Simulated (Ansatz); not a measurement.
**Bi: strong compression**

The task here is to estimate one member of a computed series from the others.

Method: DFT PBE, with the methods named in each step, in Ansatz 0.2.0.

**The system as given**

Symmetry: Fm-3m, No. 225, cubic system. The conventional cell has a = 5.040 Å, b = 5.040 Å, c = 5.040 Å, α = 90.00°, β = 90.00°, γ = 90.00°. Around Bi (site symmetry m-3m) lie 12 Bi at 3.56 Å.

Coordinates:

```cif
data_structure
_symmetry_space_group_name_H-M 'Fm-3m'
_symmetry_Int_Tables_number 225
_cell_length_a 5.0397
_cell_length_b 5.0397
_cell_length_c 5.0397
_cell_angle_alpha 90.000
_cell_angle_beta 90.000
_cell_angle_gamma 90.000
_cell_volume 128.00
loop_
_atom_site_label
_atom_site_type_symbol
_atom_site_symmetry_multiplicity
_atom_site_Wyckoff_symbol
_atom_site_fract_x
_atom_site_fract_y
_atom_site_fract_z
_atom_site_occupancy
Bi1 Bi 4 a 0.00000 0.00000 0.00000 1
```

The file gives the conventional cell by its symmetry; the runs use the cell typed in the input.

Whether this phase is the stable one at these pressures isn't tested.

Set-up of the first run:

File input.yaml:

```yaml
crystal:
  lattice:
    - [0.0, 2.5198420998, 2.5198420998]
    - [2.5198420998, 0.0, 2.5198420998]
    - [2.5198420998, 2.5198420998, 0.0]
  atoms:
    - { symbol: Bi, position: [0.0, 0.0, 0.0] }
kpoints:
  mp_grid: { grid: [14, 14, 14] }
scf:
  occupations: { method: fermi_dirac, width: 0.05 }
hamiltonian:
  xc: pbe
  pseudopotentials: { kind: paw }
output:
  forces: true
  stress: true
  write_density: true
  write_potential: true
  elf: true
  volumetric_format: npy
relax:
  f_tol: 0.005
  max_steps: 40
  cell: {}
```

On the command line:

```sh
$ ansatz run input.yaml --threads 1 --pin off --max-ram 2048MiB --backend cpu --events-out ev --progress --plain --runs-dir out
```

Steps of the session up to this table: Cell relaxed at zero pressure, PAW; Volume scaled by 1, PAW; Volume scaled by 1, PAW (source ansatz); Volume scaled by 0.9, PAW; Volume scaled by 0.8, PAW; Volume scaled by 0.7, PAW; Volume scaled by 0.6, PAW; Volume scaled by 0.5, PAW; Volume scaled by 0.4, PAW; Volume scaled by 0.4, PAW (cutoff 300 eV).

One table of the session follows, with a row left open; its other results are not shown here.

| method | volume over the first | volume (Å³/atom) | pressure (GPa) |
| --- | --- | --- | --- |
| PAW | 1 | ? | ? |
| PAW | 0.9 | 28.674 | 6.88 |
| PAW | 0.8 | 25.488 | 18.72 |
| PAW | 0.7 | 22.302 | 41.09 |
| PAW | 0.6 | 19.116 | 85.24 |
| PAW | 0.5 | 15.930 | 178.30 |
| PAW | 0.4 | 12.744 | 400.64 |
| PAW (cutoff 300 eV) | 0.4 | 12.744 | 401.12 |
| PAW (source ansatz) | 1 | 31.860 | 0.09 |

Q: Estimate the row for PAW, 1 from the others.

**Answer.** volume (Å³/atom): 31.860; pressure (GPa): 0.03.

To keep in mind: Warnings in the runs' records: cutoff below recommended.
